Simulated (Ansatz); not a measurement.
# Al: the cost of one run

Method: DFT r2SCAN, scalar-relativistic, plane waves, PAW, in Ansatz 0.2.0.

2 further runs of the same task are left out: 1 that didn't finish, 1 set aside as unsound or not needed.

### 1 The structure to begin with

Symmetry: Im-3m, No. 229, cubic system. The conventional cell has a = 3.235 Å, b = 3.235 Å, c = 3.235 Å, α = 90.00°, β = 90.00°, γ = 90.00°. Around Al (site symmetry m-3m) lie 8 Al at 2.80 Å.

Structure file:

```
CELL_PARAMETERS angstrom
-1.61753 1.61753 1.61753
1.61753 -1.61753 1.61753
1.61753 1.61753 -1.61753
ATOMIC_POSITIONS crystal
Al 0.00000 0.00000 0.00000
```

It is the end of an earlier relaxation with the same method, from a generated guess; it needn't be the stable form of this composition. At a tolerance of 0.05 Å it has space group Im-3m (No. 229); it has 16.93 Å³/atom, an uncorrected energy of +0.10 eV/atom over the standard state and, on its mesh, gap none (metal).

### 2 Level of theory: r2SCAN

The input, input.yaml:

```yaml
crystal:
  lattice:
    - [-1.6175318002, 1.6175318002, 1.6175318002]
    - [1.6175318002, -1.6175318002, 1.6175318002]
    - [1.6175318002, 1.6175318002, -1.6175318002]
  atoms:
    - { symbol: Al, position: [0.0, 0.0, 0.0] }
basis:
  ecutwfc: 500
kpoints:
  mp_grid: { grid: [24, 24, 24] }
  band_path:
    path:
      - [[0.0, 0.0, 0.0], [0.5, -0.5, 0.5], [0.0, 0.0, 0.5], [0.0, 0.0, 0.0], [0.25, 0.25, 0.25], [0.5, -0.5, 0.5]]
      - [[0.25, 0.25, 0.25], [0.0, 0.0, 0.5]]
    npoints: 14
hamiltonian:
  xc: r2scan
scf:
  occupations: { method: gaussian, width: 0.1 }
  n_extra_bands: 6
output:
  forces: true
  stress: true
  eigenvalues: true
  populations: true
  dos: { projected: true, de: 0.02, nscf_kmesh: { grid: [29, 29, 29] } }
  bader: true
```

The run is started by

```bash
$ ansatz run input.yaml --threads 1 --pin off --max-ram 2560MiB --backend cpu --events-out ev --progress --plain --runs-dir out
```

Q: Estimate wall time and peak memory on 1 thread of Intel Xeon at 2.50GHz (Skylake/Cascade Lake), shared host.

About 49 s, with a peak of 0.43 GiB.
